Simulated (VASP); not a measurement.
# How biaxial strain in the (111) plane changes AlN (F-43m)

How do the elastic response and the band edges of AlN follow biaxial strain in the (111) plane?

Main program and level: VASP 6.6.1; LDA; plane waves and PAW (Al, N); cell typed or built by script, in the first sound run; inputs show where later runs differ.

## 1. The structure

It takes space group F-43m (No. 216, cubic). Conventional cell: a = 4.380 Å, b = 4.380 Å, c = 4.380 Å, α = 90.00°, β = 90.00°, γ = 90.00°. Nearest to Al lie 4 N at 1.90 Å. N has 4 Al at 1.90 Å nearest. Farther neighbours and most contacts between anions are not listed.

As a file:

```cif
data_structure
_symmetry_space_group_name_H-M 'P 1'
_symmetry_Int_Tables_number 1
_cell_length_a 3.0971
_cell_length_b 3.0971
_cell_length_c 3.0971
_cell_angle_alpha 60.000
_cell_angle_beta 60.000
_cell_angle_gamma 60.000
_cell_volume 21.01
loop_
_atom_site_label
_atom_site_type_symbol
_atom_site_fract_x
_atom_site_fract_y
_atom_site_fract_z
_atom_site_occupancy
Al1 Al 0.00000 0.00000 0.00000 1
N2 N 0.25000 0.25000 0.25000 1
```

## 2. Relax the crystal, LDA

The series starts from the cell that this level prefers, so that zero strain is near zero stress.

This step took 2 runs in a row; the last is shown.

Level: LDA; plane waves and PAW (Al, N); cell typed or built by script.

Contents of INCAR:

```
SYSTEM = AlN
PREC = Accurate
ENCUT = 600
EDIFF = 1E-07
NELM = 120
ISMEAR = 0
SIGMA = 0.02
LREAL = .FALSE.
ALGO = Normal
GGA = CA
NBANDS = 10
LASPH = .TRUE.
LORBIT = 11
LWAVE = .FALSE.
LCHARG = .FALSE.
KPAR = 12
IBRION = 2
NSW = 40
ISIF = 3
EDIFFG = -0.005
POTIM = 0.4
```

Contents of POSCAR:

```
AlN
1.0
    0.0000000000      2.1729629977      2.1729629977
    2.1729629977      0.0000000000      2.1729629977
    2.1729629977      2.1729629977      0.0000000000
Al N
1 1
Direct
    0.0000000000      0.0000000000      0.0000000000
    0.2500000000      0.2500000000      0.2500000000
```

Contents of KPOINTS:

```
Automatic mesh
0
Gamma
12 12 12
0 0 0
```

The projector-augmented-wave data sets are Al and N (LDA family, release 64).

On the command line:

```bash
$ mpirun -np 12 vasp_std
```

The program printed:

```text
[banner, memory and clock lines left out]
running   12 mpi-ranks, on    1 nodes
[...]
|                                                                             |
|           W    W    AA    RRRRR   N    N  II  N    N   GGGG   !!!           |
|           W    W   A  A   R    R  NN   N  II  NN   N  G    G  !!!           |
|           W    W  A    A  R    R  N N  N  II  N N  N  G       !!!           |
|           W WW W  AAAAAA  RRRRR   N  N N  II  N  N N  G  GGG   !            |
|           WW  WW  A    A  R   R   N   NN  II  N   NN  G    G                |
|           W    W  A    A  R    R  N    N  II  N    N   GGGG   !!!           |
|                                                                             |
|     For optimal performance we recommend to set                             |
|       NCORE = 2 up to number-of-cores-per-socket                            |
|     NCORE specifies how many cores store one orbital (NPAR=cpu/NCORE).      |
|     This setting can greatly improve the performance of VASP for DFT.       |
[...]
|     Unfortunately you need to use the default for GW and RPA                |
|     calculations (for HF NCORE is supported but not extensively tested      |
|     yet).                                                                   |
|                                                                             |

 LDA part: xc-table for (Slater(with rela. corr.)+CA(PZ))
 , standard interpolation
 POSCAR, INCAR and KPOINTS ok, starting setup
[...]
entering main loop
       N       E                     dE             d eps       ncg     rms          rms(c)
DAV:   1     0.121295161561E+02    0.12130E+02   -0.44324E+03  1456   0.769E+02
DAV:   2    -0.180827623717E+02   -0.30212E+02   -0.29360E+02  1794   0.139E+02
DAV:   3    -0.189339140754E+02   -0.85115E+00   -0.85003E+00  1774   0.232E+01
DAV:   4    -0.189373993829E+02   -0.34853E-02   -0.34851E-02  1628   0.172E+00
[...]
DAV:  10    -0.163761952241E+02   -0.19680E-04   -0.63420E-05  1566   0.609E-02    0.412E-02
DAV:  11    -0.163761938756E+02    0.13486E-05   -0.13174E-06  1622   0.881E-03    0.811E-03
DAV:  12    -0.163761938750E+02    0.57179E-09   -0.33902E-08   886   0.159E-03
   1 F= -.16376194E+02 E0= -.16376194E+02  d E =-.163762E+02
[...]
reached required accuracy - stopping structural energy minimisation
```

Wall time 5 s (12 MPI ranks of AMD EPYC 7R43, shared host); peak memory 1.4 GiB; 50 s of CPU time.

Lines that name or quote the potential files are left out of all logs, and their timing lines are given in words.

Parts of OUTCAR (step 2):

```text
  Total        0.0012619      0.0012619      0.0012619      0.0000000      0.0000000      0.0000000
  in kB        0.0985223      0.0985223      0.0985223      0.0000000      0.0000000      0.0000000
  external PRESSURE =       0.0985223 kB  Pullay stress =       0.0000000 kB

 POSITION                                       TOTAL-FORCE (eV/Angst)
 -----------------------------------------------------------------------------------
      0.00000      0.00000      0.00000        -0.000000     -0.000000     -0.000000
      1.08648      1.08648      1.08648         0.000000      0.000000      0.000000
 -----------------------------------------------------------------------------------
    total drift:                               -0.000000     -0.000000     -0.000000

  FREE ENERGIE OF THE ION-ELECTRON SYSTEM (eV)
  ---------------------------------------------------
  free  energy   TOTEN  =       -16.3761938750 eV

  energy  without entropy=      -16.3761938750  energy(sigma->0) =      -16.37619387

 reached required accuracy - stopping structural energy minimisation

[... 3 further parts left out ...]
[key lines of the parts left out:]
E-fermi :   6.0464
```

This run gave:

```
energy(sigma→0) of the program : -16.3762 eV
stress, compression positive   : 0.01 along [111], 0.01 across it (mean), GPa
volume                         : 20.520 Å³
ionic steps                    : 1
```

## 3. Strain along the normal, LDA

One member in full: the plane is strained by 0.5 %, and the strain along the normal is moved by secant steps until the normal stress is under 0.012 GPa or five steps are spent; the atoms relax at each step.

This step took 4 runs, each at a new trial strain with the atoms of the one before; the last is shown.

Level: LDA; plane waves and PAW (Al, N); cell typed or built by script.

INCAR, as its differences from that of step 2:

```diff
@@ -15,7 +15,7 @@
 LCHARG = .FALSE.
-KPAR = 12
-IBRION = 2
-NSW = 40
-ISIF = 3
-EDIFFG = -0.005
-POTIM = 0.4
+KPAR = 3
+IBRION = 1
+NSW = 25
+ISIF = 2
+EDIFFG = -0.004
+POTIM = 0.3
```

Contents of POSCAR:

```
AlN
1.0
   -0.0098499570      2.1739778560      2.1739778560
    2.1739778560     -0.0098499570      2.1739778560
    2.1739778560      2.1739778560     -0.0098499570
Al N
1 1
Direct
    0.9996874038      0.9996874038      0.9996874038
    0.2503125962      0.2503125962      0.2503125962
```

KPOINTS is that of step 2.

On the command line:

```bash
$ mpirun -np 3 vasp_std
```

The program printed:

```text
[banner, memory and clock lines left out]
running    3 mpi-ranks, on    1 nodes
[...]
LDA part: xc-table for (Slater(with rela. corr.)+CA(PZ))
 , standard interpolation
 POSCAR, INCAR and KPOINTS ok, starting setup
[...]
entering main loop
       N       E                     dE             d eps       ncg     rms          rms(c)
DAV:   1     0.124367896875E+02    0.12437E+02   -0.43207E+03  3820   0.756E+02
DAV:   2    -0.179770111908E+02   -0.30414E+02   -0.29248E+02  4580   0.140E+02
DAV:   3    -0.189139100804E+02   -0.93690E+00   -0.93539E+00  4502   0.241E+01
DAV:   4    -0.189180235969E+02   -0.41135E-02   -0.41133E-02  4262   0.189E+00
[...]
DAV:  10    -0.163747597264E+02   -0.20024E-04   -0.61570E-05  4116   0.603E-02    0.409E-02
DAV:  11    -0.163747583819E+02    0.13445E-05   -0.13720E-06  4260   0.899E-03    0.803E-03
DAV:  12    -0.163747583802E+02    0.16730E-08   -0.47589E-08  2368   0.187E-03
   1 F= -.16374758E+02 E0= -.16374758E+02  d E =-.163748E+02
 BRION: g(F)=  0.426E-06 g(S)=  0.000E+00
 reached required accuracy - stopping structural energy minimisation
```

Run time: 22 s. Hardware: 3 MPI ranks; peak memory 0.39 GiB; 60 s of CPU time.

OUTCAR, selected parts (step 3):

```text
  Total       -0.2184696     -0.2184696     -0.2184696      0.1092056      0.1092056      0.1092056
  in kB      -16.9186122    -16.9186122    -16.9186122      8.4570466      8.4570466      8.4570466
  external PRESSURE =     -16.9186122 kB  Pullay stress =       0.0000000 kB

 POSITION                                       TOTAL-FORCE (eV/Angst)
 -----------------------------------------------------------------------------------
      4.33675      4.33675      4.33675        -0.001567     -0.001567     -0.001567
      1.08588      1.08588      1.08588         0.001567      0.001567      0.001567
 -----------------------------------------------------------------------------------
    total drift:                                0.000000      0.000000      0.000000

  FREE ENERGIE OF THE ION-ELECTRON SYSTEM (eV)
  ---------------------------------------------------
  free  energy   TOTEN  =       -16.3747583802 eV

  energy  without entropy=      -16.3747583802  energy(sigma->0) =      -16.37475838

[... 1 part as in an earlier step ...]

[... 3 further parts left out ...]
[key lines of the parts left out:]
E-fermi :   5.9414
```

This run gave:

| Property | Result |
| --- | --- |
| energy(sigma→0) of the program | -16.3748 eV |
| stress, compression positive | 0.00 along [111], -2.54 across it (mean), GPa |
| ionic steps | 1 |

## 4. Band edges, TB-mBJ with spin-orbit coupling

Short lines in KPOINTS_OPT sample the zone centre along and across the normal of the plane, for masses, and the other valleys.

Level: TB-mBJ, spin-orbit coupling; plane waves and PAW (Al, N); cell typed or built by script.

TB-mBJ has no energy functional, so the total energy, stress and pressure in this output mean nothing.

Contents of INCAR:

```
SYSTEM = AlN
PREC = Accurate
ENCUT = 600
EDIFF = 1E-06
NELM = 150
ISMEAR = 0
SIGMA = 0.02
LREAL = .FALSE.
ALGO = Normal
METAGGA = MBJ
LASPH = .TRUE.
LNONCOLLINEAR = .TRUE.
MAGMOM = 0 0 0 0 0 0
NBANDS = 18
GGA_COMPAT = .FALSE.
LSORBIT = .TRUE.
LWAVE = .FALSE.
LCHARG = .FALSE.
KPAR = 3
```

POSCAR is that of step 3.

Contents of KPOINTS:

```
Automatic mesh
0
Gamma
9 9 9
0 0 0
```

Contents of KPOINTS_OPT:

```
Line mode
6
Line-mode
Reciprocal
  0.00000000   0.00000000   0.00000000
  0.01993103   0.01993103   0.01993103

  0.00000000   0.00000000   0.00000000
 -0.01228835   0.01228835  -0.00000000

  0.31000000   0.31000000   0.00000000
  0.50000000   0.50000000   0.00000000

  0.00000000   0.31000000   0.31000000
  0.00000000   0.50000000   0.50000000

  0.45000000   0.45000000   0.45000000
  0.50000000   0.50000000   0.50000000

  0.45000000   0.00000000   0.00000000
  0.50000000   0.00000000   0.00000000

  0.42500000   0.42500000   0.00000000
  0.42492162   0.44229997   0.01729997

  0.50000000   0.50000000   0.50000000
  0.48771165   0.51228835   0.50000000
```

On the command line:

```bash
$ mpirun -np 3 vasp_ncl
```

The program printed:

```text
[banner, memory and clock lines left out]
running    3 mpi-ranks, on    1 nodes
[...]
|                                                                             |
|               ----> ADVICE to this user running VASP <----                  |
|                                                                             |
|     You enforced a specific xc type in the INCAR file but a different       |
|     [... a line on the potential file left out ...]
|     I HOPE YOU KNOW WHAT YOU ARE DOING!                                     |
|                                                                             |

 LDA part: xc-table for (None), standard interpolation
 POSCAR, INCAR and KPOINTS ok, starting setup
[...]
entering main loop
       N       E                     dE             d eps       ncg     rms          rms(c)
DAV:   1     0.173277524796E+02    0.17328E+02   -0.38628E+03  5988   0.874E+02
DAV:   2    -0.206848136192E+02   -0.38013E+02   -0.34987E+02  7836   0.181E+02
DAV:   3    -0.224247552493E+02   -0.17399E+01   -0.17305E+01  6876   0.363E+01
DAV:   4    -0.224329908110E+02   -0.82356E-02   -0.82344E-02  6422   0.298E+00
[...]
DAV:  78    -0.167149726553E+02    0.90107E-05   -0.41797E-11  3006   0.660E-05    0.703E-06
DAV:  79    -0.167149681710E+02    0.44843E-05   -0.10524E-11  3002   0.359E-05    0.392E-06
DAV:  80    -0.167149681475E+02    0.23547E-07   -0.27748E-12  3006   0.160E-05
   1 F= -.16714968E+02 E0= -.16714968E+02  d E =-.656821E-26  mag=     0.0000    -0.0000     0.0000
 Start KPOINTS_OPT (optional k-point list driver)
k-point batch [1-48\48]
       N       E                     dE             ncg
DAV:   1     0.252279899096E+04   -0.95431E+04     1728
DAV:   2     0.687619900837E+03   -0.18352E+04     2370
DAV:   3     0.617786940589E+03   -0.69833E+02     1958
DAV:   4     0.617412804628E+03   -0.37414E+00     1884
DAV:   5     0.617408783728E+03   -0.40209E-02     1922
DAV:   6     0.617408717077E+03   -0.66651E-04     1932
DAV:   7     0.617408715793E+03   -0.12838E-05     1660
DAV:   8     0.617408715685E+03   -0.10801E-06     1090
```

Wall time 17 min (3 MPI ranks); peak memory 1.1 GiB; 50 min of CPU time.

From OUTCAR (step 4):

```text
  LATTYP: Found a trigonal (rhomboedric) cell.
 ALAT       =     3.0744847468
 COS(alpha) =     0.4954640693

 Subroutine GETGRP returns: Found  6 space group operations
 (whereof  6 operations were pure point group operations)

The static configuration has the point symmetry C_3v.

 Found    165 irreducible k-points:

   k-points           NKPTS =    165   k-points in BZ     NKDIM =    165   number of bands    NBANDS=     18

   dimension x,y,z NGX =    28 NGY =   28 NGZ =   28
   dimension x,y,z NGXF=    56 NGYF=   56 NGZF=   56

   ENCUT  =  600.0 eV  44.10 Ry    6.64 a.u.   6.14  6.14  6.14*2*pi/ulx,y,z

   NELECT =       8.0000    total number of electrons

 E-fermi :   6.2550

 k-point     1 :       0.0000    0.0000    0.0000
  band No.  band energies     occupation
    ...
      4       6.0507      1.00000
      5       6.0636      1.00000
      6       6.0636      1.00000
      7       6.1147      1.00000
      8       6.1147      1.00000
      9      11.4655      0.00000
     10      11.4655      0.00000
     11      19.7445      0.00000
     12      19.7445      0.00000
     13      19.7788      0.00000
    ...

 k-point     2 :       0.1111    0.0000    0.0000
  band No.  band energies     occupation
    ...
      4       5.1915      1.00000
      5       5.9948      1.00000
      6       5.9948      1.00000
      7       6.0436      1.00000
      8       6.0437      1.00000
      9      12.1998      0.00000
     10      12.1999      0.00000
     11      19.3619      0.00000
     12      19.3628      0.00000
     13      19.9556      0.00000
    ...

  Total       21.0020685     21.0020685     21.0020685      0.1132685      0.1132685      0.1132685
  in kB     1626.4313361   1626.4313361   1626.4313361      8.7716829      8.7716829      8.7716829
  external PRESSURE =    1626.4313361 kB  Pullay stress =       0.0000000 kB

 POSITION                                       TOTAL-FORCE (eV/Angst)
 -----------------------------------------------------------------------------------
      4.33675      4.33675      4.33675         0.027693      0.027693      0.027693
      1.08588      1.08588      1.08588        -0.027693     -0.027693     -0.027693
 -----------------------------------------------------------------------------------
    total drift:                                0.076539      0.076539      0.076539

  FREE ENERGIE OF THE ION-ELECTRON SYSTEM (eV)
  ---------------------------------------------------
  free  energy   TOTEN  =       -16.7149681475 eV

  energy  without entropy=      -16.7149681475  energy(sigma->0) =      -16.71496815

 Spin-Orbit-Coupling matrix elements
 Ion:    1  E_soc:     -0.0000877
 Ion:    2  E_soc:     -0.0000476

[... 1 part as in an earlier step ...]

[... 7 further parts left out ...]
```

## 5. Band edges, r2SCAN with spin-orbit coupling

Short lines in KPOINTS_OPT sample the zone centre along and across the normal of the plane, for masses, and the other valleys.

Level: r2SCAN, spin-orbit coupling; plane waves and PAW (Al, N); cell typed or built by script.

INCAR, as its differences from that of step 4:

```diff
@@ -4,3 +4,3 @@
 EDIFF = 1E-06
-NELM = 150
+NELM = 100
 ISMEAR = 0
@@ -9,3 +9,3 @@
 ALGO = Normal
-METAGGA = MBJ
+METAGGA = R2SCAN
 LASPH = .TRUE.
```

POSCAR is that of step 4.

KPOINTS is that of step 4.

KPOINTS_OPT is that of step 4.

On the command line:

```bash
$ mpirun -np 3 vasp_ncl
```

The program printed:

```text
[banner, memory and clock lines left out]
running    3 mpi-ranks, on    1 nodes
[...]
[... a notice as in an earlier step ...]

 LDA part: xc-table for (None), standard interpolation
 POSCAR, INCAR and KPOINTS ok, starting setup
[...]
entering main loop
       N       E                     dE             d eps       ncg     rms          rms(c)
DAV:   1    -0.224503849989E+02   -0.22450E+02   -0.39441E+03  5988   0.899E+02
DAV:   2    -0.606887807070E+02   -0.38238E+02   -0.35169E+02  7858   0.185E+02
DAV:   3    -0.624427245143E+02   -0.17539E+01   -0.17441E+01  7072   0.368E+01
DAV:   4    -0.624527721392E+02   -0.10048E-01   -0.10046E-01  6520   0.334E+00
[...]
DAV:  12    -0.580161165652E+02    0.17860E-05   -0.28930E-06  6058   0.169E-02    0.103E-02
DAV:  13    -0.580161188400E+02   -0.22747E-05   -0.12001E-06  5978   0.133E-02    0.674E-04
DAV:  14    -0.580161188469E+02   -0.69522E-08   -0.53809E-08  3058   0.216E-03
   1 F= -.58016119E+02 E0= -.58016119E+02  d E =-.270348E-17  mag=    -0.0000    -0.0000     0.0000
 Start KPOINTS_OPT (optional k-point list driver)
k-point batch [1-48\48]
       N       E                     dE             ncg
DAV:   1     0.235809097004E+04   -0.97079E+04     1736
DAV:   2     0.530200136363E+03   -0.18279E+04     2384
DAV:   3     0.455465286663E+03   -0.74735E+02     1994
DAV:   4     0.455012555010E+03   -0.45273E+00     1912
DAV:   5     0.455006884475E+03   -0.56705E-02     2000
DAV:   6     0.455006772709E+03   -0.11177E-03     1930
DAV:   7     0.455006770167E+03   -0.25426E-05     1718
DAV:   8     0.455006769979E+03   -0.18810E-06     1052
```

Run time: 11 min. Hardware: 3 MPI ranks; peak memory 1.1 GiB; 33 min of CPU time.

[end of part 1 of 2]

[Lines on the potential files, build, host, timing and source positions are cut from VASP's logs without a mark.]

[Logs are printed without paths, hosts, clocks, repeated set-up lines and the standing remarks that a program may print on its own settings, such as how far it seeks lower states.]

[Hosts, paths, dates, database ids (printed as entryN), source tags and the programs' standing remarks are cut or masked in the printed files.]

[In band tables of VASP the shares of atoms and orbitals are scaled to a sum of 1 inside the atoms' spheres.]
